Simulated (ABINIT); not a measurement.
**BaO (Fm-3m): G0W0 in ABINIT against the bands in the self-energy**

Aim: move the bands in the self-energy of a G0W0 run on BaO (Fm-3m) over a wide range.

Method: PBE and many-body steps on it, plane waves, in ABINIT 10.8.3.

The database entry behind the starting cell differs from later determinations by our own check (about 0.7 % short), so it need not match the best structure at ambient conditions.

## Step 1: The starting structure

Symmetry: Fm-3m, No. 225, cubic system. Conventional cell: a = 5.500 Å, b = 5.500 Å, c = 5.500 Å, α = 90.00°, β = 90.00°, γ = 90.00°. Nearest to Ba lie 6 O at 2.75 Å. O has 6 Ba at 2.75 Å nearest. Farther neighbours and most contacts between anions are not listed.

The cell and positions come from the Crystallography Open Database and are kept as given unless a step says otherwise. Spin-orbit coupling is left out unless a step names it.

## Step 2: Screening, 6×6×6 mesh, 275 bands, screening to 272.1 eV

This step: ABINIT 10.8.3; RPA screening on PBE, plane waves, norm-conserving pseudopotentials.

The RPA dielectric matrix is built and inverted for each q.

run.abi

```
acell 3*1.0 Angstrom
rprim 
  -0.000000000000 2.750000000000 2.750000000000
  2.750000000000 -0.000000000000 2.750000000000
  2.750000000000 2.750000000000 -0.000000000000
ntypat 2
znucl 56 8
natom 2
typat 1 2
xred 
  0.000000000000 0.000000000000 0.000000000000
  0.500000000000 0.500000000000 0.500000000000
pp_dirpath "pseudos"
pseudos "Ba.upf, O.upf"
ecut 36
ngkpt 6 6 6
nshiftk 1
shiftk 0 0 0
kptopt 1
chksymbreak 0
istwfk *1
occopt 1
irdwfk 1
optdriver 3
nband 275
ecuteps 10
inclvkb 2
awtr 1
symchi 1
indata_prefix "in"
outdata_prefix "out"
tmpdata_prefix "tmp"
```

On the command line:

```
$ OMP_NUM_THREADS=1 mpirun -n 8 abinit run.abi > log
```

Output:

```text
.Version 10.8.3 of ABINIT. v10.8.2 released Aug 2026.

 Symmetries : space group Fm -3 m (#225); Bravais cF (face-center cubic)
[... echo of the input left out ...]
== DATASET  1 ==================================================================
-   mpi_nproc: 8, omp_nthreads: 1 (-1 if OMP is not activated)

--- !DatasetInfo
iteration_state: {dtset: 1, }
dimensions: {natom: 2, nkpt: 16, mband: 275, nsppol: 1, nspinor: 1, nspden: 1, mpw: 2914, }
cutoff_energies: {ecut:  36.0, pawecutdg:  -1.0, }
electrons: {nelect:   1.60000000E+01, charge:   0.00000000E+00, occopt:   1.00000000E+00, tsmear:   1.00000000E-02, }

 SCREENING: Calculation of the susceptibility and dielectric matrices

 Based on a program developped by R.W. Godby, V. Olevano, G. Onida, and L. Reining.
 Incorporated in ABINIT by V. Olevano, G.-M. Rignanese, and M. Torrent.
.Using double precision arithmetic ; gwpc =  8

[... cell and pseudopotentials left out ...]
--------------------------------------------------------------------------------

 ==== K-mesh for the wavefunctions ====
 Number of points in the irreducible wedge :    16
[... list of points left out ...]
 Together with 48 symmetry operations and time-reversal symmetry
 yields   216 points in the full Brillouin Zone.

 ==== Q-mesh for the screening function ====
 Number of points in the irreducible wedge :    16
[... list of points left out ...]
 Together with 48 symmetry operations and time-reversal symmetry
 yields   216 points in the full Brillouin Zone.

 setmesh: FFT mesh size selected  =    30x   30x   30
          total number of points  =        27000

 vcoul_init : cutoff-mode = AUXILIARY_FUNCTION
 q-points for optical limit:   1
     1)      0.000010    0.000020    0.000030

- screening: taking advantage of time-reversal symmetry
- Maximum band index for partially occupied states nbvw = 8
- Remaining bands to be divided among processors   nbcw = 267
- Number of bands treated by each node ~33

 Number of electrons calculated from density =   16.0000; Expected =   16.0000
 average of density, n =  0.057003
 r_s =    1.6119
 omega_plasma =   23.0305 [eV]

 calculating chi0 at frequencies [eV] :
  1    0.000000E+00    0.000000E+00
  2    0.000000E+00    2.303049E+01

--------------------------------------------------------------------------------
  q-point number  1        q = ( 0.000000, 0.000000, 0.000000) [r.l.u.]
--------------------------------------------------------------------------------
[... chi0 elements left out ...]
 For q-point:  0.000010 0.000020 0.000030
  dielectric constant =   4.0125
  dielectric constant without local fields =   4.4940

  Average fulfillment of the sum rule on Im[epsilon] for q-point    1 :     96.12  [%]
[... wings left out ...]
  q-point number  2        q = ( 0.166667, 0.000000, 0.000000) [r.l.u.]
--------------------------------------------------------------------------------
[... chi0 elements left out ...]
  Average fulfillment of the sum rule on Im[epsilon] for q-point    2 :    103.18  [%]

 [... 14 further q-points ...]
```

The job ended after 3.9 min (8 MPI ranks of Intel Xeon Platinum 8488C (Sapphire Rapids), shared host; peak memory 3.8 GiB).

Numbers from this step:

```
ε∞ with local fields, on this mesh, along the program's q direction : 4.013
the same without local fields                                       : 4.494
plasma frequency                                                    : 23.03 eV
plane waves in the screening matrix                                 : 411
```

Local fields lower ε∞ by 11 %.

## Step 3: 16 bands

This step: G0W0 on PBE, plane waves, norm-conserving pseudopotentials.

Edit run.abi of step 2 so:

```diff
@@ -23,8 +23,17 @@
 irdwfk 1
-optdriver 3
-nband 275
+optdriver 4
+nband 16
+gwcalctyp 0
+ecutsigx 36
+symsigma 1
+nkptgw 2
+kptgw 
+  0.5000000000 0.5000000000 0.0000000000
+  0.0000000000 0.0000000000 0.0000000000
+bdgw 
+  6 10
+  6 12
 ecuteps 10
-inclvkb 2
-awtr 1
-symchi 1
+irdscr 1
+ppmodel 1
 indata_prefix "in"
```

Output:

```text
.Version 10.8.3 of ABINIT. v10.8.2 released Aug 2026.

 Symmetries : space group Fm -3 m (#225); Bravais cF (face-center cubic)
[... echo of the input left out ...]
== DATASET  1 ==================================================================
-   mpi_nproc: 8, omp_nthreads: 1 (-1 if OMP is not activated)

--- !DatasetInfo
iteration_state: {dtset: 1, }
dimensions: {natom: 2, nkpt: 16, mband: 16, nsppol: 1, nspinor: 1, nspden: 1, mpw: 2914, }
cutoff_energies: {ecut:  36.0, pawecutdg:  -1.0, }
electrons: {nelect:   1.60000000E+01, charge:   0.00000000E+00, occopt:   1.00000000E+00, tsmear:   1.00000000E-02, }

 SIGMA: Calculation of the GW corrections

 Based on a program developped by R.W. Godby, V. Olevano, G. Onida, and L. Reining.
 Incorporated in ABINIT by V. Olevano, G.-M. Rignanese, and M. Torrent.
.Using double precision arithmetic ; gwpc =  8

[... cell and pseudopotentials left out ...]
--------------------------------------------------------------------------------

 ==== K-mesh for the wavefunctions ====
 Number of points in the irreducible wedge :    16
[... list of points left out ...]
 Together with 48 symmetry operations and time-reversal symmetry
 yields   216 points in the full Brillouin Zone.

 ==== Q-mesh for screening function ====
 Number of points in the irreducible wedge :    16
[... list of points left out ...]
 Together with 48 symmetry operations and time-reversal symmetry
 yields   216 points in the full Brillouin Zone.

 vcoul_init : cutoff-mode = AUXILIARY_FUNCTION
 q-points for optical limit:   1
     1)      0.000010    0.000020    0.000030
 setmesh: FFT mesh size selected  =    40x   40x   40
          total number of points  =        64000

 Number of electrons calculated from density =   16.0000; Expected =   16.0000
 average of density, n =  0.057003
 r_s =    1.6119
 omega_plasma =   23.0305 [eV]

 === KS Band Gaps ===
  >>>> For spin  1
   Minimum direct gap =   1.9384 [eV], located at k-point      :   0.5000  0.5000  0.0000
   Fundamental gap    =   1.9384 [eV], Top of valence bands at :   0.5000  0.5000  0.0000
                                       Bottom of conduction at :   0.5000  0.5000  0.0000
 SIGMA fundamental parameters:
 PLASMON POLE MODEL  1
 number of plane-waves for SigmaX                 2891
 number of plane-waves for SigmaC and W            411
 number of plane-waves for wavefunctions          2891
 number of bands                                    16
 number of independent spin polarizations            1
 number of spinorial components                      1
 number of k-points in IBZ                          16
 number of q-points in IBZ                          16
 number of symmetry operations                      48
 number of k-points in BZ                          216
 number of q-points in BZ                          216
 number of frequencies for dSigma/dE                 9
 frequency step for dSigma/dE [eV]                0.25
 number of omega for Sigma on real axis              0
 max omega for Sigma on real axis  [eV]           0.00
 zcut for avoiding poles [eV]                     0.10

 EPSILON^-1 parameters (SCR file):
 dimension of the eps^-1 matrix on file            411
 dimension of the eps^-1 matrix used               411
 number of plane-waves for wavefunctions          2891
 number of bands                                   275
 number of q-points in IBZ                          16
 number of frequencies                               2
 number of real frequencies                          1
 number of imag frequencies                          1

 matrix elements of self-energy operator (all in [eV])

 Perturbative Calculation

--- !SelfEnergy_ee
iteration_state: {dtset: 1, }
kpoint     : [   0.500,    0.500,    0.000, ]
spin       : 1
KS_gap     :    1.938
QP_gap     :    2.545
Delta_QP_KS:    0.607
data: !SigmaeeData |
     Band     E0 <VxcDFT>   SigX SigC(E0)      Z dSigC/dE  Sig(E)    E-E0       E
        6   5.561 -18.624 -23.592   5.766   0.774  -0.292 -18.007   0.617   6.178
        7   5.561 -18.624 -23.592   5.766   0.774  -0.292 -18.007   0.617   6.178
        8   5.775 -18.633 -23.439   5.614   0.779  -0.283 -18.004   0.629   6.404
        9   7.713  -8.673  -4.540  -2.695   0.860  -0.163  -7.437   1.236   8.949
       10  11.860 -11.623  -6.729  -2.321   0.857  -0.167  -9.418   2.204  14.064

--- !SelfEnergy_ee
iteration_state: {dtset: 1, }
kpoint     : [   0.000,    0.000,    0.000, ]
spin       : 1
KS_gap     :    4.097
QP_gap     :    4.814
Delta_QP_KS:    0.717
data: !SigmaeeData |
     Band     E0 <VxcDFT>   SigX SigC(E0)      Z dSigC/dE  Sig(E)    E-E0       E
        6   5.336 -18.452 -23.582   5.868   0.770  -0.299 -17.884   0.568   5.903
[...]
10  10.476  -9.827  -4.987  -2.709   0.860  -0.163  -7.996   1.831  12.307
       11  10.476  -9.827  -4.987  -2.709   0.860  -0.163  -7.996   1.831  12.307
       12  10.476  -9.827  -4.987  -2.709   0.860  -0.163  -7.996   1.831  12.307

== END DATASET(S) ==============================================================
================================================================================

 -outvars: echo values of variables after computation  --------
           etotal      0.0000000000E+00
            nband          16
             nkpt          16
          spgroup         225
 [... the other variables as echoed above ...]

 Calculation completed.
```

Run time: 7.5 s. Hardware: 8 MPI ranks; peak memory 2.4 GiB.

This step gave:

```
G0W0 gap on the points computed              : 2.545 eV
starting gap on the mesh                     : 1.938 eV
k of the valence top                         : 0.5, 0.5, 0
k of the conduction bottom                   : 0.5, 0.5, 0
Z at the valence top                         : 0.779
Z at the conduction bottom                   : 0.86
least direct G0W0 gap on the computed points : 2.545 eV
```

## Step 4: 31 bands

Edit run.abi of step 3 so:

```diff
@@ -24,3 +24,3 @@
 optdriver 4
-nband 16
+nband 31
 gwcalctyp 0
```

Output:

```text
.Version 10.8.3 of ABINIT. v10.8.2 released Aug 2026.

 Symmetries : space group Fm -3 m (#225); Bravais cF (face-center cubic)
[... echo of the input left out ...]
== DATASET  1 ==================================================================
-   mpi_nproc: 8, omp_nthreads: 1 (-1 if OMP is not activated)

--- !DatasetInfo
iteration_state: {dtset: 1, }
dimensions: {natom: 2, nkpt: 16, mband: 31, nsppol: 1, nspinor: 1, nspden: 1, mpw: 2914, }
cutoff_energies: {ecut:  36.0, pawecutdg:  -1.0, }
electrons: {nelect:   1.60000000E+01, charge:   0.00000000E+00, occopt:   1.00000000E+00, tsmear:   1.00000000E-02, }

 SIGMA: Calculation of the GW corrections

 Based on a program developped by R.W. Godby, V. Olevano, G. Onida, and L. Reining.
 Incorporated in ABINIT by V. Olevano, G.-M. Rignanese, and M. Torrent.
.Using double precision arithmetic ; gwpc =  8

[... cell and pseudopotentials left out ...]
--------------------------------------------------------------------------------

 ==== K-mesh for the wavefunctions ====
 Number of points in the irreducible wedge :    16
[... list of points left out ...]
 Together with 48 symmetry operations and time-reversal symmetry
 yields   216 points in the full Brillouin Zone.

 ==== Q-mesh for screening function ====
 Number of points in the irreducible wedge :    16
[... list of points left out ...]
 Together with 48 symmetry operations and time-reversal symmetry
 yields   216 points in the full Brillouin Zone.

 vcoul_init : cutoff-mode = AUXILIARY_FUNCTION
 q-points for optical limit:   1
     1)      0.000010    0.000020    0.000030
 setmesh: FFT mesh size selected  =    40x   40x   40
          total number of points  =        64000

 Number of electrons calculated from density =   16.0000; Expected =   16.0000
[...]
number of omega for Sigma on real axis              0
 max omega for Sigma on real axis  [eV]           0.00
 zcut for avoiding poles [eV]                     0.10

 EPSILON^-1 parameters (SCR file):
 dimension of the eps^-1 matrix on file            411
 dimension of the eps^-1 matrix used               411
 number of plane-waves for wavefunctions          2891
 number of bands                                   275
 number of q-points in IBZ                          16
 number of frequencies                               2
 number of real frequencies                          1
 number of imag frequencies                          1

 matrix elements of self-energy operator (all in [eV])

 Perturbative Calculation

--- !SelfEnergy_ee
iteration_state: {dtset: 1, }
kpoint     : [   0.500,    0.500,    0.000, ]
spin       : 1
KS_gap     :    1.938
QP_gap     :    2.532
Delta_QP_KS:    0.594
data: !SigmaeeData |
     Band     E0 <VxcDFT>   SigX SigC(E0)      Z dSigC/dE  Sig(E)    E-E0       E
        6   5.561 -18.624 -23.592   5.080   0.767  -0.304 -18.538   0.086   5.647
        7   5.561 -18.624 -23.592   5.080   0.767  -0.304 -18.538   0.086   5.647
        8   5.775 -18.633 -23.439   4.924   0.772  -0.296 -18.542   0.091   5.866
[...]
--- !SelfEnergy_ee
iteration_state: {dtset: 1, }
kpoint     : [   0.000,    0.000,    0.000, ]
spin       : 1
KS_gap     :    4.097
QP_gap     :    4.766
Delta_QP_KS:    0.669
data: !SigmaeeData |
     Band     E0 <VxcDFT>   SigX SigC(E0)      Z dSigC/dE  Sig(E)    E-E0       E
[...]
11  10.476  -9.827  -4.987  -3.561   0.845  -0.183  -8.746   1.081  11.557
       12  10.476  -9.827  -4.987  -3.561   0.845  -0.183  -8.746   1.081  11.557

== END DATASET(S) ==============================================================
================================================================================

 -outvars: echo values of variables after computation  --------
           etotal      0.0000000000E+00
            nband          31
             nkpt          16
          spgroup         225
 [... the other variables as echoed above ...]

 Calculation completed.
```

Elapsed: 12 s, on 8 MPI ranks; peak memory 2.5 GiB.

Numbers from this step:

```yaml
g0w0_gap_on_the_points_computed: 2.532 eV
starting_gap_on_the_mesh: 1.938 eV
k_of_the_valence_top: 0.5, 0.5, 0
k_of_the_conduction_bottom: 0.5, 0.5, 0
z_at_the_valence_top: 0.772
z_at_the_conduction_bottom: 0.85
least_direct_g0w0_gap_on_the_computed_points: 2.532 eV
```

(Part 1 of 2 ends here.)

[Paths, hosts, dates, memory and timing lines, banners, echoed tables and standing remarks are left out of the program output.]

[Logs are printed without paths, hosts, clocks, repeated set-up lines and the standing remarks that a program may print on its own settings, such as how far it seeks lower states.]

[Runs of the session that timed out or met a known fault of the program may be left out.]

[Hosts, paths, dates, database ids (printed as entryN), source tags and the programs' standing remarks are cut or masked in the printed files.]

[G0W0 gaps are taken among the corrected bands and points alone; a level outside them can change the order at an edge.]

[Where Ansatz stands beside ABINIT at settings called matched, ABINIT's density can come from a denser mesh and the files from another edition; pairs whose starting gaps differed by over 0.03 eV were left out, so agreement reads better than it is.]
